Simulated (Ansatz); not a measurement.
Crystal: Pb.

```xyz
2
Lattice="3.4800 0.0000 0.0000 -1.7400 3.0138 0.0000 0.0000 0.0000 5.5900" Properties=species:S:1:pos:R:3 pbc="T T T"
Pb    1.7400    1.0046    4.1925
Pb    0.0000    2.0092    1.3975
```

This isn't the form of Pb at room conditions, which is fcc.

Base run:

```yaml
Program: Ansatz 0.2.0
Functional: LDA
Potentials_or_basis: Ansatz PAW
Cutoff: "420 eV (not typed: the program's choice for these potentials)"
k_mesh: 9 × 9 × 5
Occupations: fermi-dirac, width 0.05 eV
Spin: no spin polarisation
```

Its results: band gap on the k mesh none (metal or under the smearing width); pressure -0.6 GPa.

The run is repeated on the same cell with these changes: functional from LDA to PBEsol. What comes out?

Band gap on the k mesh none (metal or under the smearing width); pressure 1.1 GPa.

PBEsol binds less tightly than LDA, so the same cell stands under more pressure.

Caveats: spin-orbit coupling is left out, which moves the levels of the heavy elements; the PAW data sets come from PBE, with cores solved anew for the run's functional, which leaves a small shift of forces and pressure.
